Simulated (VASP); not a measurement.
Write the native input for VASP 6.6.1 that does the following.

| Quantity | Value |
| --- | --- |
| Task | relaxation of cell and atoms |
| Functional | PBEsol |
| Potentials or basis | VASP PAW PBE potentials, release 64 (Re) |
| Cutoff | 600 eV |
| k mesh | 14 × 14 × 14 |
| Occupations | fermi-dirac, width 0.1 eV |
| Spin | no spin polarisation |
| Dipole correction | no |
| Further INCAR settings | ALGO = Normal; EDIFF = 1e-07; IBRION = 2; EDIFFG = -0.01; NSW = 80; ISIF = 3 |

The structure of Re lies in POSCAR:

```
Re
1.0
   -1.5436774558      1.5436774558      1.5436774558
    1.5436774558     -1.5436774558      1.5436774558
    1.5436774558      1.5436774558     -1.5436774558
Re
1
Direct
    0.0000000000      0.0000000000      0.0000000000
```

The cell was built by a generator and needn't be a form met in nature.

One way to write it, as run:

INCAR

```
PREC = Accurate ; ENCUT = 600
EDIFF = 1E-7 ; ISMEAR = -1
SIGMA = 0.1 ; LREAL = False
LASPH = True ; NELM = 100
ALGO = Normal ; ISIF = 3
LWAVE = False ; LCHARG = False
GGA = PS ; IBRION = 2
NSW = 80 ; EDIFFG = -0.01
```

KPOINTS

```
regular mesh
0
Gamma
  14 14 14
```

Potentials or basis: VASP PAW PBE potentials, release 64 (Re).

The run is started by

```console
$ cat potpaw_PBE.64/Re/POTCAR > POTCAR
$ mpirun -np 1 vasp_std > vasp.out
```

Results of the run:

| Quantity | Value |
| --- | --- |
| Relaxed volume | 14.69 Å³/atom |
| Relaxed cell | a = 2.672 Å, b = 2.672 Å, c = 2.672 Å, α = 109.47°, β = 109.47°, γ = 109.47° |
| Space group after relaxing (to 0.05 Å) | Im-3m (No. 229) |
| Energy gained by relaxing | 0.1 meV/atom |
| Ionic steps | 3 |
| Pressure after relaxing | 0.0 GPa |
| Band gap on the k mesh | none (metal or under the smearing width) |

Caveat: the PAW data sets were made with another functional, which shifts forces and pressure a little.

It took 15 s on 1 thread of Intel(R) Xeon(R) Platinum 8488C (Sapphire Rapids), with other jobs on the host, peak memory 0.15 GiB.
